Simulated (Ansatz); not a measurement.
**CuCl (F-43m): how the settings move a single-point run**

Question: which choices in the input matter for CuCl (F-43m)?

Method: reference: DFT r2SCAN, scalar-relativistic, plane waves, PAW, unless a step's input says otherwise, in Ansatz 0.2.0.

3 further runs of the same task are left out: 2 that didn't finish, 1 set aside as unsound or not needed.

## Step 1: Starting point

Symmetry: F-43m, No. 216, cubic system. Conventional cell: a = 5.356 Å, b = 5.356 Å, c = 5.356 Å, α = 90.00°, β = 90.00°, γ = 90.00°. Cu (site symmetry -43m) has 4 Cl at 2.32 Å as nearest neighbours. Cl (site symmetry -43m) has 4 Cu at 2.32 Å as nearest neighbours.

As a file:

```
CELL_PARAMETERS angstrom
0.00000 2.67824 2.67824
2.67824 0.00000 2.67824
2.67824 2.67824 0.00000
ATOMIC_POSITIONS crystal
Cu 0.00000 0.00000 0.00000
Cl 0.75000 0.75000 0.75000
```

## Step 2: The reference run

input.yaml

```yaml
crystal:
  lattice:
    - [0.0, 2.6782434428, 2.6782434428]
    - [2.6782434428, 0.0, 2.6782434428]
    - [2.6782434428, 2.6782434428, 0.0]
  atoms:
    - { symbol: Cu, position: [0.0, 0.0, 0.0] }
    - { symbol: Cl, position: [0.75, 0.75, 0.75] }
basis:
  ecutwfc: 500
  ecutrho_ratio: 4
kpoints:
  mp_grid: { grid: [12, 12, 12] }
hamiltonian:
  xc: r2scan
scf:
  occupations: { method: gaussian, width: 0.05 }
output:
  forces: true
  stress: true
  eigenvalues: true
```

Command:

```
ansatz run input.yaml --threads 4 --pin off --max-ram 7168MiB --backend cpu --events-out ev --progress --plain --runs-dir out
```

Excerpt of the output:

```text
[...]
Basis set: ecut = 500 eV, 941 PW (Γ), exchange–correlation on 120×120×120 points (64 copies of the dense FFT grid, shifted against one another)
[...]
k-points: 72 of 1728 (time reversal used)
[...]
SCF iter   1: F=—  HF=-7715.883734 eV  |F-HF|=—  |Δ(HF+E_count)|=         —  Δρ=2.61e-2  dr2=1.50e-1  dr2_τ=2.19e-3  ethr=1.77e-3  ⟨swp⟩=5.6  Hψ=6358  notcnv=0
preconditioner: auto → none  [insulator: Δε(μ)=1.263 eV  Ē_g=11.324 eV  σ=0.050 eV  W_gap=1.00  n_scr=14 (ndim 8)  ℏωp=25.4 eV  f_vac=0.134  D(μ)=0.00/eV (n_scr^D=0)  ε∞_Penn≈6.0]
SCF iter   2: F=—  HF=-7715.914515 eV  |F-HF|=—  |Δ(HF+E_count)|=   3.08e-2  Δρ=2.67e-2  dr2=1.79e-1  dr2_τ=1.83e-3  ethr=5.78e-4  ⟨swp⟩=2.9  Hψ=3058  notcnv=0
[...]
SCF iter   6: F=—  HF=-7715.863411 eV  |F-HF|=—  |Δ(HF+E_count)|=   1.82e-5  Δρ=2.54e-5  dr2=1.48e-7  dr2_τ=2.54e-8  ethr=2.69e-7  ⟨swp⟩=2.0  Hψ=1583  notcnv=0
SCF iter   7: F=-7715.863411 eV  HF=-7715.863411 eV  |F-HF|=2.37e-9  |Δ(HF+E_count)|=   1.01e-7  Δρ=3.82e-6  dr2=2.27e-9  dr2_τ=3.61e-10  ethr=3.85e-10  ⟨swp⟩=5.4  Hψ=5488  notcnv=0
[...]
SCF converged after 7 iterations
Free energy (F): -7715.863411 eV
[...]
E sigma→0 (E₀):  -7715.863411 eV
Fermi energy:    8.082135 eV
[...]
  P = ⅓ Tr σ = 0.0215 GPa (0.215 kbar)
[...]
```

Run time: 1.4 s. Hardware: 4 threads of Intel Xeon 6975P-C (Granite Rapids), shared host; peak memory 0.56 GiB.

## Step 3: Changed: xc pbesol, hubbard.sites [{species: Cu, l: d, u_eff: 5.0}], hubbard.double_counting fll

input.yaml, as its differences from that of step 2:

```diff
@@ -14,3 +14,4 @@
 hamiltonian:
-  xc: r2scan
+  xc: pbesol
+  hubbard: { sites: [{ species: Cu, l: d, u_eff: 5.0 }], double_counting: fll }
 scf:
@@ -20,2 +21 @@
   stress: true
-  eigenvalues: true
```

Command:

```
ansatz run input.yaml --threads 4 --pin off --max-ram 7168MiB --backend cpu --events-out ev --progress --plain --runs-dir out
```

Log, shortened:

```text
Warning: RAYON_NUM_THREADS=4 ignored (pool sized by the plan → 4); use --threads N
Cu: projections on atomic orbitals take those of the free atom [Ne] 3s2 3p6 3d10 4s1, of charge +0.00 (hamiltonian.pseudopotentials.projection_atoms); the dataset's partial waves leave at most 2.0e-6 of an orbital's norm unspanned inside its sphere
Cl: projections on atomic orbitals take those of the free atom [Ne] 3s2 3p5, of charge +0.00 (hamiltonian.pseudopotentials.projection_atoms); the dataset's partial waves leave at most 2.1e-7 of an orbital's norm unspanned inside its sphere
[...]
Pseudopotentials: kind: paw
Pseudopotential: Cu, paw, valence charge 19, recommended cutoff 420 eV (normal), Cu.paw.azcp
Pseudopotential: Cl, paw, valence charge 7, recommended cutoff 420 eV (normal), Cl.paw.azcp
Functional definition: PBEsol
[...]
Crystal: 2 atoms, lattice volume = 38.422 Å³
Basis set: ecut = 500 eV, 941 PW (Γ), exchange–correlation on 60×60×60 points (8 copies of the dense FFT grid, shifted against one another)
Bands: 17, of which v1, the nominal top of the filled ones, is band 13 counted from 1 (12 counted from 0)
Symmetry: 24 space group operations
Space group: F-43m (ITA 216), of the structure as read, at distance tolerance 3.4e-5 Å
k-points: 72 of 1728 (time reversal used)
[...]
SCF iter   1: F=—  HF=-7650.990747 eV  |F-HF|=—  |Δ(HF+E_count)|=         —  Δρ=9.04e-2  dr2=2.95e0  ethr=3.10e-3  ⟨swp⟩=5.2  Hψ=5857  notcnv=0
[...]
SCF iter   8: F=-7650.106756 eV  HF=-7650.106756 eV  |F-HF|=1.09e-11  |Δ(HF+E_count)|=   1.00e-7  Δρ=2.83e-6  dr2=2.19e-9  ethr=3.85e-10  ⟨swp⟩=4.3  Hψ=4052  notcnv=0
[...]
SCF converged after 8 iterations
Free energy (F): -7650.106756 eV
[...]
E sigma→0 (E₀):  -7650.106756 eV
Fermi energy:    7.261031 eV
[...]
--- Forces (eV/Å), atoms counted from 1 ---
  atom   1  Cu     0.00000000    -0.00000000     0.00000000
  atom   2  Cl     0.00000000    -0.00000000     0.00000000
[...]
--- Stress (GPa, compression-positive) ---
       -0.390091       0.000000      -0.000000
        0.000000      -0.390091       0.000000
       -0.000000       0.000000      -0.390091
  P = ⅓ Tr σ = -0.3901 GPa (-3.901 kbar)
Occupation matrices written to <dir>
```

Wall time 1.2 s (4 threads of Intel Xeon 6975P-C (Granite Rapids), shared host); peak memory 0.45 GiB.

A change of functional puts the total energy on another scale; the pressure goes from 0.0 to -0.4 GPa and the gap on the mesh goes from 0.97 to 1.78 eV. The Hubbard U changed too.

## Step 4: Variant: dispersion d3bj

input.yaml, as its differences from that of step 2:

```diff
@@ -15,2 +15,3 @@
   xc: r2scan
+  dispersion: d3bj
 scf:
@@ -20,2 +21 @@
   stress: true
-  eigenvalues: true
```

Command:

```
ansatz run input.yaml --threads 4 --pin off --max-ram 7168MiB --backend cpu --events-out ev --progress --plain --runs-dir out
```

Log, shortened:

```text
Warning: the engine holds no damping parameters fitted to this dispersion correction and functional, so the run takes those fitted to r2scan beside the three-body term, which d3bj leaves out (hamiltonian.dispersion, under Limitations)
Warning: RAYON_NUM_THREADS=4 ignored (pool sized by the plan → 4); use --threads N
[...]
Pseudopotentials: kind: paw
Pseudopotential: Cu, paw, valence charge 19, recommended cutoff 500 eV (meta_gga), Cu.paw.azcp
Pseudopotential: Cl, paw, valence charge 7, recommended cutoff 500 eV (meta_gga), Cl.paw.azcp
Functional definition: r2SCAN
[...]
Crystal: 2 atoms, lattice volume = 38.422 Å³
Basis set: ecut = 500 eV, 941 PW (Γ), exchange–correlation on 120×120×120 points (64 copies of the dense FFT grid, shifted against one another)
Bands: 17, of which v1, the nominal top of the filled ones, is band 13 counted from 1 (12 counted from 0)
Symmetry: 24 space group operations
Space group: F-43m (ITA 216), of the structure as read, at distance tolerance 3.4e-5 Å
k-points: 72 of 1728 (time reversal used)
[...]
SCF iter   1: F=—  HF=-7716.158986 eV  |F-HF|=—  |Δ(HF+E_count)|=         —  Δρ=2.61e-2  dr2=1.50e-1  dr2_τ=2.19e-3  ethr=1.77e-3  ⟨swp⟩=5.6  Hψ=6358  notcnv=0
[...]
SCF iter   7: F=-7716.138663 eV  HF=-7716.138663 eV  |F-HF|=2.37e-9  |Δ(HF+E_count)|=   1.01e-7  Δρ=3.82e-6  dr2=2.27e-9  dr2_τ=3.61e-10  ethr=3.85e-10  ⟨swp⟩=4.4  Hψ=4061  notcnv=0
[...]
SCF converged after 7 iterations
Free energy (F): -7716.138663 eV
[...]
E sigma→0 (E₀):  -7716.138663 eV
Fermi energy:    8.082135 eV
[...]
--- Forces (eV/Å), atoms counted from 1 ---
  atom   1  Cu     0.00000000    -0.00000000     0.00000000
  atom   2  Cl     0.00000000     0.00000000     0.00000000
[...]
--- Stress (GPa, compression-positive) ---
       -1.129198      -0.000000      -0.000000
       -0.000000      -1.129198       0.000000
       -0.000000       0.000000      -1.129198
  P = ⅓ Tr σ = -1.1292 GPa (-11.292 kbar)
```

It took 1.4 s on 4 threads of Intel Xeon 6975P-C (Granite Rapids), shared host; peak memory 0.55 GiB.

The energy moves by -137.6 meV/atom, nearly all of it the dispersion term itself (-137.6 meV/atom); that offset belongs to the model and is no gain or loss of stability; the pressure goes from 0.0 to -1.1 GPa. The damping parameters are borrowed, as the log notes.

## Step 5: Variant: xc pbesol, preconditioner kerker

input.yaml, as its differences from that of step 2:

```diff
@@ -14,5 +14,6 @@
 hamiltonian:
-  xc: r2scan
+  xc: pbesol
 scf:
   occupations: { method: gaussian, width: 0.05 }
+  mixing: { preconditioner: kerker }
 output:
@@ -20,2 +21,5 @@
   stress: true
-  eigenvalues: true
+  write_density: true
+  write_potential: true
+  elf: true
+  volumetric_format: npy
```

Command:

```
ansatz run input.yaml --threads 4 --pin off --max-ram 7168MiB --backend cpu --events-out ev --progress --plain --runs-dir out
```

Log, shortened:

```text
Warning: RAYON_NUM_THREADS=4 ignored (pool sized by the plan → 4); use --threads N
[...]
Pseudopotentials: kind: paw
Pseudopotential: Cu, paw, valence charge 19, recommended cutoff 420 eV (normal), Cu.paw.azcp
Pseudopotential: Cl, paw, valence charge 7, recommended cutoff 420 eV (normal), Cl.paw.azcp
Functional definition: PBEsol
[...]
Crystal: 2 atoms, lattice volume = 38.422 Å³
Basis set: ecut = 500 eV, 941 PW (Γ), exchange–correlation on 60×60×60 points (8 copies of the dense FFT grid, shifted against one another)
Bands: 17, of which v1, the nominal top of the filled ones, is band 13 counted from 1 (12 counted from 0)
Symmetry: 24 space group operations
Space group: F-43m (ITA 216), of the structure as read, at distance tolerance 3.4e-5 Å
k-points: 72 of 1728 (time reversal used)
[...]
SCF iter   1: F=—  HF=-7650.318888 eV  |F-HF|=—  |Δ(HF+E_count)|=         —  Δρ=1.21e-2  dr2=3.54e-2  ethr=1.77e-3  ⟨swp⟩=5.4  Hψ=6165  notcnv=0
[...]
SCF iter   8: F=-7650.309232 eV  HF=-7650.309232 eV  |F-HF|=1.57e-8  |Δ(HF+E_count)|=   4.46e-8  Δρ=1.33e-5  dr2=3.03e-8  ethr=3.85e-10  ⟨swp⟩=6.0  Hψ=7698  notcnv=0
[...]
SCF converged after 8 iterations
Free energy (F): -7650.309232 eV
[...]
E sigma→0 (E₀):  -7650.309232 eV
Fermi energy:    7.873786 eV
[...]
--- Forces (eV/Å), atoms counted from 1 ---
  atom   1  Cu     0.00000000    -0.00000000    -0.00000000
  atom   2  Cl     0.00000000    -0.00000000     0.00000000
[...]
--- Stress (GPa, compression-positive) ---
       -2.137145       0.000000      -0.000000
        0.000000      -2.137145       0.000000
       -0.000000       0.000000      -2.137145
  P = ⅓ Tr σ = -2.1371 GPa (-21.371 kbar)
--- Band table (eV; the first three rows and the last of 72) ---
  k-point 0: bands = ["-103.2437", "-60.8217", "-60.8217", "-60.8217", "-9.5054", "2.5772", "2.5772", "2.5772", "6.0091", "6.0091", "7.6301", "7.6301", "7.6301", "8.1119", "14.2064", "14.2064", "14.2064"]
[...]
```

Wall time 1.1 s (4 threads of Intel Xeon 6975P-C (Granite Rapids), shared host); peak memory 0.47 GiB.

After a change of functional the difference of the totals has no physical meaning; the pressure goes from 0.0 to -2.1 GPa and the gap on the mesh goes from 0.97 to 0.48 eV. At this fixed cell a lower pressure means that this functional prefers a smaller volume than the reference.

## Step 6: Comparison

```csv
run,ending,energy change,pressure (GPa),gap (eV),force (eV/Å),cycles,time
reference,converged,0,0.0,0.97,0.00,7,1.4 s
"1: xc pbesol, hubbard.sites [{species: Cu, l: d, u_eff: 5.0}], hubbard.double_counting fll",converged,not comparable,-0.4,1.78,0.00,8,1.2 s
2: dispersion d3bj,converged,-137.6 meV/atom (offset of the dispersion model),-1.1,0.97,0.00,7,1.4 s
"3: xc pbesol, preconditioner kerker",converged,not comparable,-2.1,0.48,0.00,8,1.1 s
```

Times don't compare one to one where runs were asked for different outputs or read a saved state (see the inputs); cycles may leave out searches for a lower state.

Residual by cycle in the longest SCF loop of each run; runs are numbered as in the table. The quantity is the density residual dr2, in eV.

```csv
cycle,reference,run 1,run 2,run 3
1,0.15,2.95,0.15,0.0354
2,0.179,2.32,0.179,0.0125
3,0.00127,0.0729,0.00127,0.00297
4,5.6e-4,0.00439,5.6e-4,1.9e-4
5,7.0e-5,0.00299,7.0e-5,1.7e-5
6,1.5e-7,1.2e-5,1.5e-7,3.0e-6
7,2.3e-9,5.2e-7,2.3e-9,1.1e-6
8,-,2.2e-9,-,3.0e-8
```

**Reading.** A changed U is a change of model: its shifts are not errors of convergence.
